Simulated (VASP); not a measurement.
# InP (F-43m) in VASP: notebook, part 2 of 2

VASP 6.6.1. The steps go on from the part before.

### Step 4. Single point, r2SCAN (25.76 Å³/atom)

This run uses another cell than the first one, of 25.76 Å³/atom.

The input, POSCAR:

```
InP
1.0
    0.0000000000      2.9534832212      2.9534832212
    2.9534832212      0.0000000000      2.9534832212
    2.9534832212      2.9534832212      0.0000000000
In P
1 1
Direct
    0.0000000000      0.0000000000      0.0000000000
    0.2500000000      0.2500000000      0.2500000000
```

The input, INCAR.step1:

```
SYSTEM = InP
PREC     = Accurate       ! precision mode
ENCUT    = 520            ! plane-wave cutoff, eV
ISMEAR   = 0              ! smearing method
SIGMA    = 0.05           ! smearing width, eV
LREAL    = .False.        ! projectors in reciprocal space
LASPH    = .True.         ! aspherical terms in the spheres
NELM     = 100            ! most SCF steps
NBANDS   = 16             ! bands
GGA      = PE             ! functional
ALGO     = Normal         ! electronic algorithm
EDIFF    = 1E-4           ! SCF threshold, eV
LWAVE    = .True.         ! write WAVECAR
LCHARG   = .False.        ! write CHGCAR
```

The input, INCAR.step2:

```
SYSTEM = InP
PREC     = Accurate       ! precision mode
ENCUT    = 520            ! plane-wave cutoff, eV
EDIFF    = 1E-6           ! SCF threshold, eV
ISMEAR   = 0              ! smearing method
SIGMA    = 0.05           ! smearing width, eV
LREAL    = .False.        ! projectors in reciprocal space
LASPH    = .True.         ! aspherical terms in the spheres
NELM     = 100            ! most SCF steps
ALGO     = Normal         ! electronic algorithm
ISIF     = 2              ! what is computed and relaxed
LWAVE    = .False.        ! write WAVECAR
LCHARG   = .False.        ! write CHGCAR
METAGGA  = R2SCAN         ! meta-GGA
LMIXTAU  = .True.       
NBANDS   = 16             ! bands
ISTART   = 1
```

The input, KPOINTS:

```
regular mesh
0
Gamma
  14 14 14
  0 0 0
```

Potentials or basis: VASP PAW PBE potentials, release 64 (In_d, P).

Started as:

```sh
$ cat potpaw_PBE.64/In_d/POTCAR potpaw_PBE.64/P/POTCAR > POTCAR
$ cp INCAR.step1 INCAR
$ mpirun -np 1 vasp_std > vasp.out
$ cp INCAR.step2 INCAR
$ mpirun -np 1 vasp_std > vasp.out
```

OUTCAR:

```text
SYSTEM = InP
   PREC = Accurate
   ENCUT = 520
   EDIFF = 1E-6
   ISMEAR = 0
   LREAL = .False.
   LASPH = .True.
   NELM = 100
   ISIF = 2
   METAGGA = R2SCAN
   ISTART = 1

 ion  position               nearest neighbor table
   1  0.000  0.000  0.000-   2 2.56   2 2.56   2 2.56   2 2.56
   2  0.250  0.250  0.250-   1 2.56   1 2.56   1 2.56   1 2.56

  LATTYP: Found a face centered cubic cell.
 ALAT       =     5.9069664424

  Lattice vectors:

 A1 = (   0.0000000000,   2.9534832212,   2.9534832212)
 A2 = (   2.9534832212,   0.0000000000,   2.9534832212)
 A3 = (   2.9534832212,   2.9534832212,   0.0000000000)

Analysis of symmetry for initial positions (statically):
=====================================================================
 Subroutine PRICEL returns:
 Original cell was already a primitive cell.

 Routine SETGRP: Setting up the symmetry group for a
 face centered cubic supercell.

 Subroutine GETGRP returns: Found 24 space group operations
 (whereof 24 operations were pure point group operations)
 out of a pool of 48 trial point group operations.

The static configuration has the point symmetry T_d .

Analysis of symmetry for dynamics (positions and initial velocities):
[... 155 lines left out ...]
  free energy    TOTEN  =       -32.29894790 eV

  energy without entropy =      -32.29894790  energy(sigma->0) =      -32.29894790

 E-fermi :   5.0452     XC(G=0):  -9.7724

 val. band max:        4.7560273643   @ k =   0.0000   0.0000   0.0000
 cond. band min:       5.7881852327   @ k =   0.0000   0.0000   0.0000
 fundamental gap:      1.0321578684
 Fermi energy:         5.0451792051

 k-point     1 :       0.0000    0.0000    0.0000
  band No.  band energies     occupation
      1      -9.8546      2.00000
      2      -9.8545      2.00000
      3      -9.8545      2.00000
      4      -9.6878      2.00000
      5      -9.6878      2.00000
      6      -7.0812      2.00000
[... 433 lines left out ...]
      3      -9.8155      2.00000
      4      -9.6997      2.00000
      5      -9.6751      2.00000
      6      -6.2628      2.00000
[... 8 lines left out ...]
     15      14.8676      0.00000
     16      15.7868      0.00000

 [... further k-points ...]
[... 5 lines left out ...]
  --------------------------------------------------------------------------------------
  -------------------------------------------------------------------------------------
  Total       -0.0312077     -0.0312077     -0.0312077      0.0000000      0.0000000      0.0000000
  in kB       -0.9703742     -0.9703742     -0.9703742      0.0000000      0.0000000      0.0000000
  external PRESSURE =      -0.9703742 kB  Pullay stress =       0.0000000 kB

 VOLUME and BASIS-vectors are now :
 -----------------------------------------------------------------------------
  energy-cutoff  :      520.00
  volume of cell :       51.53
      direct lattice vectors                 reciprocal lattice vectors
     0.000000000  2.953483221  2.953483221    -0.169291634  0.169291634  0.169291634
     2.953483221  0.000000000  2.953483221     0.169291634 -0.169291634  0.169291634
     2.953483221  2.953483221  0.000000000     0.169291634  0.169291634 -0.169291634

 POSITION                                       TOTAL-FORCE (eV/Angst)
 -----------------------------------------------------------------------------------
      0.00000      0.00000      0.00000        -0.000000     -0.000000     -0.000000
      1.47674      1.47674      1.47674         0.000000      0.000000      0.000000
 -----------------------------------------------------------------------------------
    total drift:                               -0.000002     -0.000002     -0.000002

  FREE ENERGIE OF THE ION-ELECTRON SYSTEM (eV)
  ---------------------------------------------------
  free  energy   TOTEN  =       -32.2989478969 eV

  energy  without entropy=      -32.2989478969  energy(sigma->0) =      -32.29894790
```

Wall time 4.8 min (1 thread of Intel Xeon 8259CL, shared host); peak memory 0.24 GiB.

Results:

- Free energy: -32.2989 eV
- Pressure: -0.1 GPa
- Band gap on the k mesh: 1.03 eV

Levels at points of the mesh, in eV from the valence-band top:
```tsv
k point	band 5	band 6	band 7	band 8	band 9	band 10	band 11	band 12	band 13	band 14
(0.00, 0.00, 0.00)	-14.44	-11.84	0.00	0.00	0.00	1.03	4.44	4.44	4.44	9.00
(0.50, 0.00, 0.00)	-14.43	-10.11	-5.75	-0.97	-0.97	1.80	5.16	5.16	7.50	9.97
(0.50, 0.50, 0.00)	-14.41	-9.46	-5.77	-2.33	-2.33	2.05	2.55	9.73	10.15	10.15
```

Caveat: the PAW data sets were made with another functional, which shifts forces and pressure a little; spin-orbit coupling is left out, which moves the levels of the heavy elements.

### Step 5. Single point, r2SCAN (26.79 Å³/atom)

This run uses another cell than the first one, of 26.79 Å³/atom.

The input, POSCAR:

```
InP
1.0
    0.0000000000      2.9923492996      2.9923492996
    2.9923492996      0.0000000000      2.9923492996
    2.9923492996      2.9923492996      0.0000000000
In P
1 1
Direct
    0.0000000000      0.0000000000      0.0000000000
    0.2500000000      0.2500000000      0.2500000000
```

The input, INCAR.step1:

```
SYSTEM = InP
ALGO = Normal
EDIFF = 1E-4
ENCUT = 520
GGA = PE
ISMEAR = 0
LASPH = .TRUE.
LCHARG = .FALSE.
LREAL = .FALSE.
LWAVE = .TRUE.
NBANDS = 16
NELM = 80
PREC = Accurate
SIGMA = 0.05
```

The input, INCAR.step2:

```
SYSTEM = InP
ALGO = Normal
EDIFF = 1E-7
ENCUT = 520
ISIF = 2
ISMEAR = 0
ISTART = 1
LASPH = .TRUE.
LCHARG = .TRUE.
LELF = .TRUE.
LMIXTAU = .TRUE.
LREAL = .FALSE.
LVHAR = .TRUE.
LWAVE = .FALSE.
METAGGA = R2SCAN
NBANDS = 16
NELM = 80
PREC = Accurate
SIGMA = 0.05
```

The input, KPOINTS:

```
k-points
0
G
  14 14 14
  0 0 0
```

Potentials or basis: VASP PAW PBE potentials, release 64 (In_d, P).

Started as:

```sh
$ cat potpaw_PBE.64/In_d/POTCAR potpaw_PBE.64/P/POTCAR > POTCAR
$ cp INCAR.step1 INCAR
$ mpirun -np 1 vasp_std > vasp.out
$ cp INCAR.step2 INCAR
$ mpirun -np 1 vasp_std > vasp.out
```

OUTCAR:

```text
SYSTEM = InP
   EDIFF = 1E-7
   ENCUT = 520
   ISIF = 2
   ISMEAR = 0
   ISTART = 1
   LASPH = .TRUE.
   LREAL = .FALSE.
   METAGGA = R2SCAN
   NELM = 80
   PREC = Accurate

 ion  position               nearest neighbor table
   1  0.000  0.000  0.000-   2 2.59   2 2.59   2 2.59   2 2.59
   2  0.250  0.250  0.250-   1 2.59   1 2.59   1 2.59   1 2.59

  LATTYP: Found a face centered cubic cell.
 ALAT       =     5.9846985992

  Lattice vectors:

 A1 = (   0.0000000000,   2.9923492996,   2.9923492996)
 A2 = (   2.9923492996,   0.0000000000,   2.9923492996)
 A3 = (   2.9923492996,   2.9923492996,   0.0000000000)

Analysis of symmetry for initial positions (statically):
=====================================================================
 Subroutine PRICEL returns:
 Original cell was already a primitive cell.

 Routine SETGRP: Setting up the symmetry group for a
 face centered cubic supercell.

 Subroutine GETGRP returns: Found 24 space group operations
 (whereof 24 operations were pure point group operations)
 out of a pool of 48 trial point group operations.

The static configuration has the point symmetry T_d .

Analysis of symmetry for dynamics (positions and initial velocities):
=====================================================================
 Subroutine PRICEL returns:
 Original cell was already a primitive cell.

 Routine SETGRP: Setting up the symmetry group for a
 face centered cubic supercell.

 Subroutine GETGRP returns: Found 24 space group operations
 (whereof 24 operations were pure point group operations)
 out of a pool of 48 trial point group operations.

The dynamic configuration has the point symmetry T_d .

 Subroutine INISYM returns: Found 24 space group operations
 (whereof 24 operations are pure point group operations),
 and found     1 'primitive' translations

----------------------------------------------------------------------------------------

                                     Primitive cell

  volume of cell :      53.5879

  direct lattice vectors                    reciprocal lattice vectors
     0.000000000  2.992349300  2.992349300    -0.167092792  0.167092792  0.167092792
     2.992349300  0.000000000  2.992349300     0.167092792 -0.167092792  0.167092792
     2.992349300  2.992349300  0.000000000     0.167092792  0.167092792 -0.167092792

  length of vectors
     4.231820963  4.231820963  4.231820963     0.289413206  0.289413206  0.289413206

  position of ions in fractional coordinates (direct lattice)
     0.000000000  0.000000000  0.000000000
     0.250000000  0.250000000  0.250000000

  ion indices of the primitive-cell ions
   primitive index   ion index
                 1           1
                 2           2

----------------------------------------------------------------------------------------

 KPOINTS: k-points

Automatic generation of k-mesh.
 Grid dimensions read from file:
 generate k-points for:   14   14   14

 Generating k-lattice:

  Cartesian coordinates                     Fractional coordinates (reciprocal lattice)
    -0.011935199  0.011935199  0.011935199     0.071428571  0.000000000  0.000000000
     0.011935199 -0.011935199  0.011935199     0.000000000  0.071428571  0.000000000
     0.011935199  0.011935199 -0.011935199     0.000000000  0.000000000  0.071428571

  Length of vectors
     0.020672372  0.020672372  0.020672372

  Shift w.r.t. Gamma in fractional coordinates (k-lattice)
     0.000000000  0.000000000  0.000000000

 Subroutine IBZKPT returns following result:
 ===========================================

 Found    104 irreducible k-points:

 Following reciprocal coordinates:
            Coordinates               Weight
  0.000000  0.000000  0.000000      1.000000
  0.071429  0.000000  0.000000      8.000000
  0.142857  0.000000  0.000000      8.000000
  0.214286  0.000000  0.000000      8.000000
  0.285714  0.000000  0.000000      8.000000
  0.357143  0.000000  0.000000      8.000000
[... 16 lines left out ...]
  0.214286  0.142857  0.000000     24.000000
  0.285714  0.142857  0.000000     24.000000
 [... further k-points ...]
   k-points           NKPTS =    104   k-points in BZ     NKDIM =    104   number of bands    NBANDS=     16
   number of dos      NEDOS =    301   number of ions     NIONS =      2
   total plane-waves  NPLWV =  32768
   dimension x,y,z NGX =    32 NGY =   32 NGZ =   32
   dimension x,y,z NGXF=    64 NGYF=   64 NGZF=   64
   ions per type =               1   1
   NGX,Y,Z   is equivalent  to a cutoff of  12.57, 12.57, 12.57 a.u.
   NGXF,Y,Z  is equivalent  to a cutoff of  25.14, 25.14, 25.14 a.u.
 SYSTEM =  InP
   PREC   = accura    normal or accurate (medium, high low for compatibility)
   ISTART =      1    job   : 0-new  1-cont  2-samecut
   ICHARG =      0    charge: 1-file 2-atom 10-const
   ISPIN  =      1    spin polarized calculation?
   LNONCOLLINEAR =      F non collinear calculations
   LSORBIT =      F    spin-orbit coupling
   LASPH  =      T    aspherical Exc in radial PAW
   ENCUT  =  520.0 eV  38.22 Ry    6.18 a.u.   7.87  7.87  7.87*2*pi/ulx,y,z
   NELM   =     80;   NELMIN=  2; NELMDL=  0     # of ELM steps
   EDIFF  = 0.1E-06   stopping-criterion for ELM
   LREAL  =      F    real-space projection
   EDIFFG = 0.1E-05   stopping-criterion for IOM
   NSW    =      0    number of steps for IOM
   IBRION =     -1    ionic relax: 0-MD 1-quasi-New 2-CG
   NFREE  =      0    steps in history (QN), initial steepest desc. (CG)
   ISIF   =      2    stress and relaxation
   ISYM   =      2    0-nonsym 1-usesym 2-fastsym
   POTIM  = 0.5000    time-step for ionic-motion
   TEBEG  =    0.0;   TEEND  =   0.0 temperature during run
   PSTRESS=    0.0 pullay stress
   NELECT =      18.0000    total number of electrons
   NUPDOWN=      -1.0000    fix difference up-down
   EMIN   =  10.00;   EMAX   =-10.00  energy-range for DOS
   EFERMI =   0.00;   METHOD = LEGACY
   ISMEAR =     0;   SIGMA  =   0.05  broadening in eV -4-tet -1-fermi 0-gaus
   EFERMI_NEDOS =   21; number of points for ismear=-14 and -15
   IALGO  =     38    algorithm
   IMIX   =      4    mixing-type and parameters
     AMIX     =   0.40;   BMIX     =  1.00
     AMIX_MAG =   1.60;   BMIX_MAG =  1.00
  volume/ion in A,a.u.               =      26.79       180.81
  Fermi-wavevector in a.u.,A,eV,Ry     =   1.138003  2.150514 17.620234  1.295051
  Thomas-Fermi vector in A             =   2.274708
   LORBIT       =      0    0 simple, 1 ext, 2 COOP (PROOUT), +10 PAW based schemes
   METAGGA = R2SCAN    functional components
   LHFCALC =     F    Hartree Fock is set to
   AEXX    =    0.0000 exact exchange contribution
   IVDW    =     0    specifies the selected vdW correction
   LEPSILON=     F    determine dielectric tensor
   LRPA    =     F    only Hartree local field effects (RPA)
 non-spin polarized calculation
 Gauss-broadening in eV      SIGMA  =   0.05
  energy-cutoff  :      520.00
  volume of cell :       53.59
 maximum number of plane-waves:      1464
   NGX = 15   NGY = 15   NGZ = 15

 number of electron      18.0000001 magnetization

 Free energy of the ion-electron system (eV)
  ---------------------------------------------------
  ext. energy  EPLUGINS =         0.00000000
  ---------------------------------------------------
  free energy    TOTEN  =       -32.28203993 eV

  energy without entropy =      -32.28203993  energy(sigma->0) =      -32.28203993

 E-fermi :   4.6132     XC(G=0):  -9.5912

 val. band max:        4.3454799420   @ k =   0.0000   0.0000   0.0000
 cond. band min:       5.1470772592   @ k =   0.0000   0.0000   0.0000
 fundamental gap:      0.8015973172
 Fermi energy:         4.6131737644

 k-point     1 :       0.0000    0.0000    0.0000
  band No.  band energies     occupation
      1     -10.2031      2.00000
      2     -10.2031      2.00000
      3     -10.2031      2.00000
      4     -10.0558      2.00000
      5     -10.0558      2.00000
      6      -7.2312      2.00000
[... 8 lines left out ...]
     15      14.1668      0.00000
     16      14.1668      0.00000

 k-point     2 :       0.0714    0.0000    0.0000
  band No.  band energies     occupation
      1     -10.2087      2.00000
      2     -10.2008      2.00000
      3     -10.2008      2.00000
      4     -10.0557      2.00000
      5     -10.0557      2.00000
      6      -7.1751      2.00000
[... 8 lines left out ...]
     15      13.8765      0.00000
     16      13.8765      0.00000
[... 387 lines left out ...]
      5     -10.0474      2.00000
      6      -6.7444      2.00000
[... 8 lines left out ...]
     15      14.3401      0.00000
     16      15.2400      0.00000

 k-point    24 :       0.2857    0.1429    0.0000
  band No.  band energies     occupation
      1     -10.2759      2.00000
      2     -10.1724      2.00000
      3     -10.1691      2.00000
      4     -10.0659      2.00000
      5     -10.0448      2.00000
      6      -6.4647      2.00000
[... 8 lines left out ...]
     15      14.3949      0.00000
     16      15.2212      0.00000

 [... further k-points ...]
[... 5 lines left out ...]
  --------------------------------------------------------------------------------------
  -------------------------------------------------------------------------------------
  Total       -0.8512691     -0.8512691     -0.8512691      0.0000000     -0.0000000     -0.0000000
  in kB      -25.4513372    -25.4513372    -25.4513372      0.0000000     -0.0000000     -0.0000000
  external PRESSURE =     -25.4513372 kB  Pullay stress =       0.0000000 kB

 VOLUME and BASIS-vectors are now :
 -----------------------------------------------------------------------------
  energy-cutoff  :      520.00
  volume of cell :       53.59
      direct lattice vectors                 reciprocal lattice vectors
     0.000000000  2.992349300  2.992349300    -0.167092792  0.167092792  0.167092792
     2.992349300  0.000000000  2.992349300     0.167092792 -0.167092792  0.167092792
     2.992349300  2.992349300  0.000000000     0.167092792  0.167092792 -0.167092792

 POSITION                                       TOTAL-FORCE (eV/Angst)
 -----------------------------------------------------------------------------------
      0.00000      0.00000      0.00000         0.000000      0.000000      0.000000
      1.49617      1.49617      1.49617        -0.000000     -0.000000     -0.000000
 -----------------------------------------------------------------------------------
    total drift:                               -0.000003     -0.000003     -0.000003

  FREE ENERGIE OF THE ION-ELECTRON SYSTEM (eV)
  ---------------------------------------------------
  free  energy   TOTEN  =       -32.2820399270 eV

  energy  without entropy=      -32.2820399270  energy(sigma->0) =      -32.28203993
```

It took 6.9 min on 1 thread of Intel Xeon 8259CL, shared host; peak memory 0.25 GiB.

What came out:

* Free energy: -32.2820 eV
* Pressure: -2.5 GPa
* Band gap on the k mesh: 0.80 eV

Levels at points of the mesh, in eV from the valence-band top:
```tsv
k point	band 6	band 7	band 8	band 9	band 10	band 11	band 12	band 13
(0.00, 0.00, 0.00)	-11.58	0.00	0.00	0.00	0.80	4.43	4.43	4.43
(0.50, 0.00, 0.00)	-9.98	-5.55	-0.92	-0.92	1.70	5.15	5.15	7.40
(0.50, 0.50, 0.00)	-9.37	-5.60	-2.20	-2.20	2.10	2.54	9.47	9.87
```

Caveat: the PAW data sets were made with another functional, which shifts forces and pressure a little; spin-orbit coupling is left out, which moves the levels of the heavy elements. r2SCAN opens gaps a little over a GGA but as a rule still falls short of measured ones.

### Step 6. Summary

| cell | gap on the mesh (eV) | pressure (GPa) |
| --- | --- | --- |
| a = 4.062 Å, angles 60.0°, 2 atoms | 1.52 | 6.7 |
| a = 4.120 Å, angles 60.0°, 2 atoms | 1.27 | 2.9 |
| a = 4.177 Å, angles 60.0°, 2 atoms | 1.03 | -0.1 |
| a = 4.232 Å, angles 60.0°, 2 atoms | 0.80 | -2.5 |

Alike in all rows: task single point; level r2SCAN; potentials or basis VASP PAW PBE potentials, release 64 (In_d, P); no spin polarisation; k mesh 14 × 14 × 14; cutoff (eV) 520; smearing gaussian 0.05 eV.

Caveats: the PAW data sets were made with another functional, which shifts forces and pressure a little; spin-orbit coupling is left out, which moves the levels of the heavy elements; the cell stands under pressure (at least some runs).

Absolute energies hang on the potentials; compare differences alone.

### Step 7. How close it comes

Step 4. A measured gap of InP is 1.4236 eV (direct; 1.6 K; a printed reference work, data compilation); the calculated 1.03 eV misses it by -0.39 eV. Spin-orbit coupling on In is left out. The value is that of r2SCAN, without temperature or zero-point motion.
